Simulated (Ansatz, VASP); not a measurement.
**SnSe2: VASP beside Ansatz**

```
Sn Se
1.0
     3.82515    0.00000    0.00000
    -1.91257    3.31268    0.00000
     0.00000    0.00000    6.35162
Sn Se
1 2
Direct
  0.00000 0.00000 0.00000
  0.33333 0.66667 0.24859
  0.66667 0.33333 0.75141
```

Change from the starting cell: uniaxial_z strain +2.0%.

Alike in both runs: task single point; functional r2SCAN; k mesh 12 × 12 × 4; no spin polarisation.

```csv
,VASP,Ansatz
version,VASP 6.6.1,Ansatz 0.2.0
potentials or method,"VASP PAW PBE potentials, release 64 (Sn_d, Se)","plane waves, PAW"
plane-wave cutoff (eV),520,500
occupations,"gaussian, width 0.01 eV",fixed
valence electrons in the cell,26,46
```

Ansatz gave:

| Quantity | Value |
| --- | --- |
| gap on the k mesh at the Fermi level (eV) | 1.03 |
| pressure (GPa) | 0.6 |
| largest component of the traceless stress (GPa) | 0.21 |
| rms of the force components (eV/Å) | 0.015 |

Task: What did VASP give for the same quantities?

Result: gap on the k mesh at the Fermi level (eV): 1.04; pressure (GPa): 0.6; largest component of the traceless stress (GPa): 0.21; rms of the force components (eV/Å): 0.009.

Atom by atom the forces differ by 0.006 eV/Å (rms over components). The two sets of potentials don't hold the same shells in valence.

Caveats: the PAW data sets were made with another functional, which shifts forces and pressure a little (VASP); spin-orbit coupling is left out, which moves the levels of the heavy elements. A k mesh can miss the band edges.
